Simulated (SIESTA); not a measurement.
Wanted: the native input for a SIESTA 5.4.2 run.

```
Task                : single point
Functional          : PBEsol
Potentials or basis : PseudoDojo 0.4 standard (PBEsol files)
Basis               : DZP (energy shift 0.003 Ry; two zetas on semicore shells)
Grid cutoff         : 800 Ry
Energy shift        : 0.003 Ry
k mesh              : 6 × 6 × 6
Occupations         : fermi-dirac, width 0.05 eV
Spin                : no spin polarisation
```

Crystal: Ge.

```xyz
8
Lattice="5.0124 2.8939 1.9886 -5.0124 2.8939 1.9886 0.0000 -5.7878 1.9886" Properties=species:S:1:pos:R:3 pbc="T T T"
Ge   -0.9609   -3.4668    3.4229
Ge   -2.5219    2.5656    3.4229
Ge    3.4828    0.9012    3.4229
Ge    0.9609    3.4668    2.5430
Ge    2.5219   -2.5656    2.5430
Ge   -3.4828   -0.9012    2.5430
Ge    0.0000    0.0000    1.7034
Ge    0.0000    0.0000    4.2625
```

This isn't the form of Ge at room conditions, which is diamond.

The input as run:

Ge.fdf

```
SystemName                      Ge
SystemLabel                     Ge
NumberOfSpecies                 1
NumberOfAtoms                   8
%block ChemicalSpeciesLabel
  1  32 Ge
%endblock ChemicalSpeciesLabel

LatticeConstant                 1.0 Ang
%block LatticeVectors
     5.0124018495     2.8939115571     1.9886385167
    -5.0124018495     2.8939115571     1.9886385167
     0.0000000000    -5.7878231142     1.9886385167
%endblock LatticeVectors
AtomicCoordinatesFormat         Fractional
%block AtomicCoordinatesAndAtomicSpecies
     0.2782330000     0.4699470000     0.9730700000  1  Ge
     0.4699470000     0.9730700000     0.2782330000  1  Ge
     0.9730700000     0.2782330000     0.4699470000  1  Ge
     0.7217670000     0.5300530000     0.0269300000  1  Ge
     0.5300530000     0.0269300000     0.7217670000  1  Ge
     0.0269300000     0.7217670000     0.5300530000  1  Ge
     0.2855190000     0.2855190000     0.2855190000  1  Ge
     0.7144810000     0.7144810000     0.7144810000  1  Ge
%endblock AtomicCoordinatesAndAtomicSpecies

%block kgrid.MonkhorstPack
    6   0   0  0.0
    0   6   0  0.0
    0   0   6  0.0
%endblock kgrid.MonkhorstPack
XC.Functional                   GGA
XC.Authors                      PBEsol
PAO.BasisSize                   DZP
PAO.EnergyShift                 0.003 Ry
Mesh.Cutoff                     800 Ry
OccupationFunction              FD
ElectronicTemperature           0.05 eV
MaxSCFIterations                120
SCF.MustConverge                false
SCF.Mixer.Method                Pulay
SCF.Mixer.Weight                0.25
SCF.Mixer.History               8
SCF.DM.Tolerance                5.0e-05
SCF.H.Tolerance                 1.0e-03 eV
WriteForces                     true
Charge.Mulliken                 end
Charge.Hirshfeld                end
Charge.Voronoi                  end
SaveRho                         true
SaveElectrostaticPotential      true
%block PAO.Basis
  Ge 4
  n=4 0 2
    5.960 0.000
  n=4 1 2
    8.130 0.000
  n=3 2 2
    3.189 0.000
  n=4 2 1
    8.130
%endblock PAO.Basis
```

Potentials or basis: PseudoDojo 0.4 standard (PBEsol files), DZP (energy shift 0.003 Ry; two zetas on semicore shells).

Launch:

```sh
$ siesta < Ge.fdf > Ge.out 2>&1
```

It gave:

```yaml
Pressure: -2.1 GPa
Largest_force: 0.079 eV/Å
Band_gap_on_the_k_mesh: none (metal or under the smearing width)
```

Caveat: the basis of atomic orbitals isn't converged, which shifts pressures, moduli and gaps.

Run time: 4.8 min on 1 thread of Arm Neoverse V1, on a shared host, peak memory 0.78 GiB.
